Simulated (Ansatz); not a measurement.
# HgTe (Cmcm) in Ansatz: notebook

Runs on HgTe. Level: r2SCAN. Tasks: single point, equation of state.

All numbers are computed with Ansatz 0.2.0; they aren't measurements. Logs are shortened: lines on timing, memory, paths and dates and some standing lists are left out, and cuts for length are marked.

## Step 1: The crystal as given

Symmetry: Cmcm, No. 63, orthorhombic system. The conventional cell has a = 5.985 Å, b = 6.934 Å, c = 5.798 Å, α = 90.00°, β = 90.00°, γ = 90.00°. Hg (site symmetry m2m) is surrounded by 5 Te at 3.02 to 3.06 Å. Around Te (site symmetry m2m) lie 5 Hg at 3.02 to 3.06 Å.

Measurements of this composition are mostly on another form, of space group No. 216.

## Step 2: Single point, r2SCAN, 28.27 Å³/atom (volume scaled by 0.94)

The input, input.yaml:

```yaml
crystal:
  lattice:
    - [2.9314290629, -3.3961554883, 0.0]
    - [2.9314290629, 3.3961554883, 0.0]
    - [0.0, 0.0, 5.6797940534]
  atoms:
    - { symbol: Hg, position: [0.65695, 0.34305, 0.25] }
    - { symbol: Hg, position: [0.34305, 0.65695, 0.75] }
    - { symbol: Te, position: [0.215191, 0.784809, 0.25] }
    - { symbol: Te, position: [0.784809, 0.215191, 0.75] }
hamiltonian:
  xc: r2scan
  pseudopotentials: { kind: paw }
kpoints:
  mp_grid: { grid: [6, 6, 5] }
scf:
  occupations: { method: fermi_dirac, width: 0.05 }
output:
  forces: true
  stress: true
  eigenvalues: true
```

Potentials or basis: Ansatz PAW.

The run is started by

```bash
$ ansatz run input.yaml --threads 2 --pin off --max-ram 5632MiB --backend cpu --events-out ev --progress --plain --runs-dir out
```

What it wrote:

```text
Warning: RAYON_NUM_THREADS=2 ignored (pool sized by the plan → 2); use --threads N
Engine: ansatz 0.2.0, x86_64-unknown-linux-gnu
Pseudopotentials: kind: paw
Pseudopotential: Hg, paw, valence charge 20, recommended cutoff 500 eV (meta_gga), Hg.paw.azcp
Pseudopotential: Te, paw, valence charge 16, recommended cutoff 500 eV (meta_gga), Te.paw.azcp
Functional definition: r2SCAN
  parameter k0 = 0.174
  parameter k1 = 0.065
  parameter a1 = 4.9479
  exchange = r2scan_x(k0 = k0, k1 = k1, a1 = a1)
  correlation = r2scan_c
Crystal: 4 atoms, lattice volume = 113.091 Å³
Basis set: ecut = 500 eV, 2875 PW (Γ), exchange–correlation on 144×144×180 points (64 copies of the dense FFT grid, shifted against one another)
Bands: 44, of which v1, the nominal top of the filled ones, is band 36 counted from 1 (35 counted from 0)
Symmetry: 8 space group operations
Space group: Cmcm (ITA 63), of the structure as read, at distance tolerance 4.8e-5 Å
k-points: 39 of 180
Non-local potential: Hg, projectors of the file, l = 0: 3, l = 1: 2, l = 2: 2, l = 3: 1
Non-local potential: Te, projectors of the file, l = 0: 2, l = 1: 2, l = 2: 2, l = 3: 2
PAW form: soft (Blöchl's): semilocal exchange-correlation on the pseudo side does not see the compensation charge
PAW frozen core: Hg, regenerated for the run's functional (the file was generated under x = pbe(κ = 0.804, μ = 0.2195149727645171), c = pbe(β = 0.06672455060314922))
PAW frozen core: Te, regenerated for the run's functional (the file was generated under x = pbe(κ = 0.804, μ = 0.2195149727645171), c = pbe(β = 0.06672455060314922))
PAW one-centre angular grid: Hg, 590 points (default); XC on 160 Gauss nodes
PAW one-centre angular grid: Te, 590 points (default); XC on 160 Gauss nodes
Initial density: superposition of atomic densities (neutral atoms: chi_scale 0, normalization atom), corrected by the library's trained network
Initial wavefunctions: pseudopotential atomic-orbital guess
Functional: x = r2scan, c = r2scan; τ floored in thin density (d = 2e-4 eV/Å³)
SCF iter   1: F=—  HF=-41645.416073 eV  |F-HF|=—  |Δ(HF+E_count)|=         —  Δρ=6.60e-3  dr2=3.82e-2  dr2_τ=2.21e-2  ethr=1.77e-3  ⟨swp⟩=7.4  Hψ=6913  notcnv=0  defer=20
preconditioner: auto → LDOS  [insulator: Δε(μ)=0.133 eV  Ē_g=11.228 eV  σ=0.050 eV  W_gap=0.56  n_scr=28 (ndim 8)  ℏωp=21.0 eV  f_vac=0.019  D(μ)=1.42/eV (n_scr^D=6)  ε∞_Penn≈4.5  β→1.0]
SCF iter   2: F=—  HF=-41645.428299 eV  |F-HF|=—  |Δ(HF+E_count)|=   1.22e-2  Δρ=4.50e-3  dr2=2.19e-2  dr2_τ=3.81e-3  ethr=5.31e-5  ⟨swp⟩=2.7  Hψ=3681  notcnv=0  defer=80
SCF iter   3: F=—  HF=-41645.421173 eV  |F-HF|=—  |Δ(HF+E_count)|=   7.13e-3  Δρ=6.16e-4  dr2=2.80e-4  dr2_τ=4.15e-5  ethr=3.04e-5  ⟨swp⟩=2.0  Hψ=3193  notcnv=0  defer=80
SCF iter   4: F=—  HF=-41645.421238 eV  |F-HF|=—  |Δ(HF+E_count)|=   6.52e-5  Δρ=1.14e-4  dr2=1.35e-5  dr2_τ=2.25e-6  ethr=3.89e-7  ⟨swp⟩=2.0  Hψ=2852  notcnv=0  defer=80
SCF iter   5: F=—  HF=-41645.421243 eV  |F-HF|=—  |Δ(HF+E_count)|=   4.94e-6  Δρ=3.35e-5  dr2=2.03e-6  dr2_τ=2.78e-7  ethr=1.87e-8  ⟨swp⟩=2.0  Hψ=2821  notcnv=0  defer=80
SCF iter   6: F=—  HF=-41645.421243 eV  |F-HF|=—  |Δ(HF+E_count)|=   2.41e-7  Δρ=8.75e-6  dr2=1.02e-7  dr2_τ=1.02e-8  ethr=2.81e-9  ⟨swp⟩=2.0  Hψ=2340  notcnv=0  defer=80
SCF iter   7: F=-41645.421243 eV  HF=-41645.421243 eV  |F-HF|=4.40e-9  |Δ(HF+E_count)|=   2.59e-8  Δρ=2.43e-6  dr2=6.05e-9  dr2_τ=5.64e-10  ethr=1.39e-10  ⟨swp⟩=10.6  Hψ=7721  notcnv=0
SCF 1 converged in 7 iterations: F = -41645.421243 eV  dr2 = 6.05e-9
SCF converged after 7 iterations
Free energy (F): -41645.421243 eV
Harris-Foulkes:  -41645.421243 eV  (|F-HF|=4.40e-9)
Internal energy: -41645.409212 eV  (E = F + TS)
E sigma→0 (E₀):  -41645.415228 eV
Entropy (-TS):   -0.012031 eV (-3.008 meV/atom)
Fermi energy:    11.093435 eV
--- Per-component energies (eV) ---
  E_band       = -1424.083730
  E_kinetic    = 1568.029989
  E_local      = -8122.671294  (includes V_loc(G=0)·N_el)
  E_nonlocal   = -471.893336
  E_hartree    = 4027.369923
  E_xc         = -646.355047
  E_vxc        = -802.288064  (∫ρ·V_xc dr)
  E_paw        = -29315.875793  (= ΣΔE_a)
  E_vpaw       = -1703.567613  (= ΣTr[D̂ρ^β])
  E_aug_tail   = 0.000701  (compensation charges beyond the density's cutoff)
  E_vtau       = 53.568924  (kinetic-family band-sum trace: ∫τ·v_τ [+ j·A + Jᵃ·Aᵃ] dr)
  E_ewald      = -8684.286211
  E_core_change = 0.271856  (= ΣΔE_core)
  E_smearing   = -0.012031  (= −TS)
  E_closure    = -0.000000  (closes the sum)
  Σ components = -41645.421243   (vs F -41645.421243, Δ=0.00e0)
--- Forces (eV/Å), atoms counted from 1 ---
  atom   1  Hg     0.00000000    -0.06150882     0.00000000
  atom   2  Hg     0.00000000     0.06150882     0.00000000
  atom   3  Te     0.00000000    -0.01091047     0.00000000
  atom   4  Te     0.00000000     0.01091047     0.00000000
  max |Σ_I F_I| component: 1.73e-18 eV/Å
--- Stress (GPa, compression-positive) ---
        1.778750       0.000000       0.000000
        0.000000       1.376435       0.000000
        0.000000       0.000000       1.797352
  P = ⅓ Tr σ = 1.6508 GPa (16.508 kbar)
--- Band table (eV; the first three rows and the last of 39) ---
  k-point 0: bands = ["-106.1002", "-106.1001", "-53.9616", "-53.9615", "-53.9527", "-53.9495", "-53.9180", "-53.9165", "-26.5224", "-26.5214", "-26.5169", "-26.5125", "-26.4612", "-26.4604", "-26.4600", "-26.4578", "-26.4459", "-26.4448", "-1.5652", "-0.2793", "3.6926", "3.7954", "3.8207", "3.8852", "3.9022", "3.9973", "4.0996", "4.1278", "4.1616", "4.9893", "6.7603", "8.2702", "8.4123", "8.4420", "9.9115", "10.6304", "10.9382", "11.0112", "15.4922", "16.6660", "17.8241", "18.3537", "18.5507", "18.8742"]
  k-point 1: bands = ["-106.1002", "-106.1001", "-53.9616", "-53.9615", "-53.9524", "-53.9498", "-53.9178", "-53.9166", "-26.5222", "-26.5214", "-26.5165", "-26.5130", "-26.4612", "-26.4605", "-26.4598", "-26.4581", "-26.4458", "-26.4449", "-1.4223", "-0.3545", "3.6149", "3.7712", "3.8305", "3.8350", "3.9231", "4.0468", "4.0691", "4.1437", "4.2224", "4.4142", "6.8534", "8.4097", "8.4782", "9.3519", "9.5165", "9.7352", "10.6794", "12.5882", "15.6635", "16.9758", "17.1341", "17.9571", "18.6744", "18.8074"]
  k-point 2: bands = ["-106.1002", "-106.1002", "-53.9616", "-53.9616", "-53.9516", "-53.9507", "-53.9174", "-53.9169", "-26.5218", "-26.5215", "-26.5154", "-26.5141", "-26.4609", "-26.4607", "-26.4594", "-26.4588", "-26.4455", "-26.4451", "-1.0497", "-0.6237", "3.5330", "3.7202", "3.7698", "3.7719", "3.8504", "3.9472", "4.0807", "4.1486", "4.1781", "4.1981", "7.1734", "7.8165", "8.7906", "9.2955", "9.3578", "9.9954", "11.7502", "13.3976", "16.1514", "16.5584", "16.7030", "16.9214", "18.0986", "19.2459"]
  k-point 38: bands = ["-106.1002", "-106.1002", "-53.9617", "-53.9616", "-53.9516", "-53.9507", "-53.9175", "-53.9170", "-26.5218", "-26.5212", "-26.5157", "-26.5141", "-26.4597", "-26.4595", "-26.4595", "-26.4588", "-26.4457", "-26.4451", "-0.4405", "-0.3347", "3.5126", "3.6053", "3.8683", "3.9708", "3.9908", "4.1508", "4.1580", "4.1873", "4.6360", "4.7721", "6.1866", "6.5750", "7.3848", "7.4390", "8.0417", "8.1838", "12.8962", "13.3776", "16.4624", "18.2039", "18.2594", "18.9593", "19.0289", "19.6370"]
```

It took 5.6 s on 2 threads of Intel Xeon 6975P-C (Granite Rapids), shared host; peak memory 0.78 GiB.

What came out:

| Quantity | Value |
| --- | --- |
| Free energy | -41645.4212 eV |
| Pressure | 1.7 GPa |
| Largest force | 0.062 eV/Å |
| Band gap on the k mesh | none (metal or under the smearing width) |

Caveat: the PAW data sets come from PBE, with cores solved anew for the run's functional, which leaves a small shift of forces and pressure.

## Step 3: Single point, r2SCAN, 28.87 Å³/atom (volume scaled by 0.96)

Edit input.yaml of step 2 so:

```diff
@@ -2,5 +2,5 @@
   lattice:
-    - [2.9314290629, -3.3961554883, 0.0]
-    - [2.9314290629, 3.3961554883, 0.0]
-    - [0.0, 0.0, 5.6797940534]
+    - [2.9520736097, -3.4200728643, 0.0]
+    - [2.9520736097, 3.4200728643, 0.0]
+    - [0.0, 0.0, 5.7197939209]
   atoms:
```

Potentials or basis: Ansatz PAW.

The run is started by

```bash
$ ansatz run input.yaml --threads 2 --pin off --max-ram 5632MiB --backend cpu --events-out ev --progress --plain --runs-dir out
```

Run time: 5.6 s. Hardware: 2 threads of Intel Xeon 6975P-C (Granite Rapids), shared host; peak memory 0.79 GiB.

It converged, with:

- Free energy: -41645.4372 eV
- Pressure: 0.5 GPa
- Largest force: 0.076 eV/Å
- Band gap on the k mesh: none (metal or under the smearing width)

Caveat: the PAW data sets come from PBE, with cores solved anew for the run's functional, which leaves a small shift of forces and pressure.

## Step 4: Single point, r2SCAN, 29.48 Å³/atom (volume scaled by 0.98)

Edit input.yaml of step 3 so:

```diff
@@ -2,5 +2,5 @@
   lattice:
-    - [2.9520736097, -3.4200728643, 0.0]
-    - [2.9520736097, 3.4200728643, 0.0]
-    - [0.0, 0.0, 5.7197939209]
+    - [2.9724333814, -3.443660319, 0.0]
+    - [2.9724333814, 3.443660319, 0.0]
+    - [0.0, 0.0, 5.7592420221]
   atoms:
```

The run is started by

```bash
$ ansatz run input.yaml --threads 2 --pin off --max-ram 5632MiB --backend cpu --events-out ev --progress --plain --runs-dir out
```

Wall time 5.8 s (2 threads of Intel Xeon 6975P-C (Granite Rapids), shared host); peak memory 0.79 GiB.

It converged, with:

```
Free energy            : -41645.4367 eV
Pressure               : -0.5 GPa
Largest force          : 0.135 eV/Å
Band gap on the k mesh : none (metal or under the smearing width)
```

Caveat: the PAW data sets come from PBE, with cores solved anew for the run's functional, which leaves a small shift of forces and pressure.

## Step 5: Single point, r2SCAN, 30.08 Å³/atom

Edit input.yaml of step 4 so:

```diff
@@ -2,5 +2,5 @@
   lattice:
-    - [2.9724333814, -3.443660319, 0.0]
-    - [2.9724333814, 3.443660319, 0.0]
-    - [0.0, 0.0, 5.7592420221]
+    - [2.992518, -3.466929, 0.0]
+    - [2.992518, 3.466929, 0.0]
+    - [0.0, 0.0, 5.798157]
   atoms:
```

The run is started by

```bash
$ ansatz run input.yaml --threads 2 --pin off --max-ram 5632MiB --backend cpu --events-out ev --progress --plain --runs-dir out
```

It took 7 s on 2 threads of Intel Xeon 6975P-C (Granite Rapids), shared host; peak memory 0.79 GiB.

The run converged. Its results:

```yaml
Free_energy: -41645.4219 eV
Pressure: -1.4 GPa
Largest_force: 0.189 eV/Å
Band_gap_on_the_k_mesh: none (metal or under the smearing width)
```

Caveat: the PAW data sets come from PBE, with cores solved anew for the run's functional, which leaves a small shift of forces and pressure.

## Step 6: Single point, r2SCAN, 30.68 Å³/atom (volume scaled by 1.02)

Edit input.yaml of step 5 so:

```diff
@@ -2,5 +2,5 @@
   lattice:
-    - [2.992518, -3.466929, 0.0]
-    - [2.992518, 3.466929, 0.0]
-    - [0.0, 0.0, 5.798157]
+    - [3.0123365776, -3.4898894638, 0.0]
+    - [3.0123365776, 3.4898894638, 0.0]
+    - [0.0, 0.0, 5.8365565098]
   atoms:
```

Potentials or basis: Ansatz PAW.

The run is started by

```bash
$ ansatz run input.yaml --threads 2 --pin off --max-ram 5632MiB --backend cpu --events-out ev --progress --plain --runs-dir out
```

It took 5.7 s on 2 threads of Intel Xeon 6975P-C (Granite Rapids), shared host; peak memory 0.79 GiB.

The run converged. Its results:

- Free energy: -41645.3944 eV
- Pressure: -2.2 GPa
- Largest force: 0.237 eV/Å
- Band gap on the k mesh: none (metal or under the smearing width)

Caveat: the PAW data sets come from PBE, with cores solved anew for the run's functional, which leaves a small shift of forces and pressure.

## Step 7: Single point, r2SCAN, 31.28 Å³/atom (volume scaled by 1.04)

Edit input.yaml of step 6 so:

```diff
@@ -2,5 +2,5 @@
   lattice:
-    - [3.0123365776, -3.4898894638, 0.0]
-    - [3.0123365776, 3.4898894638, 0.0]
-    - [0.0, 0.0, 5.8365565098]
+    - [3.0318977528, -3.5125517187, 0.0]
+    - [3.0318977528, 3.5125517187, 0.0]
+    - [0.0, 0.0, 5.8744572894]
   atoms:
```

The run is started by

```bash
$ ansatz run input.yaml --threads 2 --pin off --max-ram 5632MiB --backend cpu --events-out ev --progress --plain --runs-dir out
```

It took 5.8 s on 2 threads of Intel Xeon 6975P-C (Granite Rapids), shared host; peak memory 0.79 GiB.

It converged, with:

```
Free energy            : -41645.3558 eV
Pressure               : -2.9 GPa
Largest force          : 0.281 eV/Å
Band gap on the k mesh : none (metal or under the smearing width)
```

Caveat: the PAW data sets come from PBE, with cores solved anew for the run's functional, which leaves a small shift of forces and pressure.

## Step 8: Single point, r2SCAN, 31.88 Å³/atom (volume scaled by 1.06)

Edit input.yaml of step 7 so:

```diff
@@ -2,5 +2,5 @@
   lattice:
-    - [3.0318977528, -3.5125517187, 0.0]
-    - [3.0318977528, 3.5125517187, 0.0]
-    - [0.0, 0.0, 5.8744572894]
+    - [3.0512097241, -3.5349252628, 0.0]
+    - [3.0512097241, 3.5349252628, 0.0]
+    - [0.0, 0.0, 5.9118752236]
   atoms:
```

The run is started by

```bash
$ ansatz run input.yaml --threads 2 --pin off --max-ram 5632MiB --backend cpu --events-out ev --progress --plain --runs-dir out
```

Wall time 5.8 s (2 threads of Intel Xeon 6975P-C (Granite Rapids), shared host); peak memory 0.78 GiB.

The run converged. Its results:

* Free energy: -41645.3073 eV
* Pressure: -3.5 GPa
* Largest force: 0.320 eV/Å
* Band gap on the k mesh: none (metal or under the smearing width)

Caveat: the PAW data sets come from PBE, with cores solved anew for the run's functional, which leaves a small shift of forces and pressure.

## Step 9: Equation of state, r2SCAN

Potentials or basis: Ansatz PAW.

This step only gathers the single runs of the series.

What came out:

| Property | Result |
| --- | --- |
| Equilibrium volume | 29.16 Å³/atom |
| Bulk modulus at fixed shape and positions | 50 GPa |
| Pressure derivative of the bulk modulus | 5.2 |

Energy against volume, from the lowest point:
```
volume (Å³/atom)  energy (meV/atom)
          28.273               3.98
          28.874               0.00
          29.476               0.10
          30.077               3.81
          30.679              10.69
          31.281              20.35
          31.882              32.47
```

Caveat: the cell was scaled at fixed shape and fractional positions, which overstates the stiffness of a crystal with free parameters, most of all of layers and chains; the PAW data sets were made with another functional, which shifts forces and pressure a little.
